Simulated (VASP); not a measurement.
Wanted: the native input for a VASP 6.6.1 run.

| Property | Result |
| --- | --- |
| Task | relaxation of cell and atoms |
| Functional | PBEsol |
| Potentials or basis | VASP PAW PBE potentials, release 64 (Ga_d, N) |
| Cutoff | 600 eV |
| k mesh | 3 × 3 × 2 |
| Occupations | gaussian, width 0.02 eV |
| Spin | no spin polarisation |
| Further INCAR settings | ALGO = Fast; EDIFF = 1e-07; IBRION = 2; EDIFFG = -0.005; NSW = 40; ISIF = 3 |

The structure of GaN lies in POSCAR:

```
GaN
1.0
    3.2051936900      0.0000000000      0.0000000000
   -1.6025968500      2.7757791500      0.0000000000
    0.0000000000      0.0000000000      5.1397984600
Ga N
2 2
Direct
    0.6666666700      0.3333333300      0.4992870000
    0.3333333300      0.6666666700      0.9992870000
    0.6666666700      0.3333333300      0.8807130000
    0.3333333300      0.6666666700      0.3807130000
```

The cell is a database's computed one.

The input as run:

INCAR

```
ALGO = Fast
EDIFF = 1E-7
EDIFFG = -0.005
ENCUT = 600
GGA = PS
IBRION = 2
ISIF = 3
ISMEAR = 0
LASPH = True
LCHARG = False
LREAL = False
LWAVE = False
NELM = 60
NSW = 40
PREC = Accurate
SIGMA = 0.02
```

KPOINTS

```
k-points
0
Gamma
  3 3 2
```

Potentials or basis: VASP PAW PBE potentials, release 64 (Ga_d, N).

Run with:

```sh
$ cat potpaw_PBE.64/Ga_d/POTCAR potpaw_PBE.64/N/POTCAR > POTCAR
$ mpirun -np 1 vasp_std > vasp.out
```

It gave:

```json
{
  "Relaxed volume": "11.36 Å³/atom",
  "Relaxed cell": "a = 3.189 Å, b = 3.189 Å, c = 5.159 Å, α = 90.00°, β = 90.00°, γ = 120.00°",
  "Space group after relaxing (to 0.05 Å)": "P6_3mc (No. 186)",
  "Energy gained by relaxing": "1.3 meV/atom",
  "Ionic steps": "5",
  "Pressure after relaxing": "0.0 GPa",
  "Largest force after relaxing": "0.004 eV/Å",
  "Band gap on the k mesh": "1.89 eV, direct"
}
```

Caveat: the k mesh is coarse (spacing up to 0.75 Å⁻¹), so the values aren't converged; the PAW data sets were made with another functional, which shifts forces and pressure a little.

It took 27 s on 1 thread of Intel(R) Xeon(R) 6975P-C (Granite Rapids), with other jobs on the host, peak memory 0.18 GiB.
